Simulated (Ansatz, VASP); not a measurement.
Two plane-wave programs on TiSi

The input INCAR:

```
PREC = Accurate
ENCUT = 520
EDIFF = 1E-6
ISMEAR = 0
SIGMA = 0.05
LREAL = F
LASPH = T
NELM = 60
ALGO = Fast
ISIF = 2
LWAVE = F
LCHARG = T
GGA = PS
LELF = T
LVHAR = T
NBANDS = 15
```

File KPOINTS:

```
Automatic mesh
0
Gamma
  6 6 6
```

POSCAR

```
TiSi
1.0
    0.0000000000      2.8596905442      2.8596905442
    2.8596905442      0.0000000000      2.8596905442
    2.8596905442      2.8596905442      0.0000000000
Ti Si
1 1
Direct
    0.0000000000      0.0000000000      0.0000000000
    0.2500000000      0.2500000000      0.2500000000
```

Input for Ansatz:

```yaml
crystal:
  lattice:
    - [0.0, 2.8596905442, 2.8596905442]
    - [2.8596905442, 0.0, 2.8596905442]
    - [2.8596905442, 2.8596905442, 0.0]
  atoms:
    - { symbol: Ti, position: [0.0, 0.0, 0.0] }
    - { symbol: Si, position: [0.25, 0.25, 0.25] }
basis:
  ecutwfc: 420
kpoints:
  mp_grid: { grid: [6, 6, 6] }
hamiltonian:
  xc: pbesol
scf:
  occupations: { method: gaussian, width: 0.05 }
output:
  forces: true
  stress: true
  eigenvalues: true
```

The cell comes from a database or a generator and needn't be the stable form of this composition.

Alike in both runs: task single point; functional PBEsol; k mesh 6 × 6 × 6; occupations gaussian, width 0.05 eV; no spin polarisation.

|  | VASP | Ansatz |
| --- | --- | --- |
| version | VASP 6.6.1 | Ansatz 0.2.0 |
| potentials or method | VASP PAW PBE potentials, release 64 (Ti_sv, Si) | scalar-relativistic, plane waves, PAW |
| plane-wave cutoff (eV) | 520 | 420 |
| valence electrons in the cell | 16 | 16 |

```tsv
	VASP	Ansatz	Ansatz less VASP
gap on the k mesh at the Fermi level (eV)	0.04	0.04	+0.001
least direct gap on the mesh (eV)	0.04	0.04	+0.001
pressure (GPa)	0.0	0.0	-0.06
```

Caveats: the PAW data sets were made with another functional, which shifts forces and pressure a little (VASP). PBEsol gaps usually lie below the measured ones, often by a third to a half. A k mesh can miss the band edges.
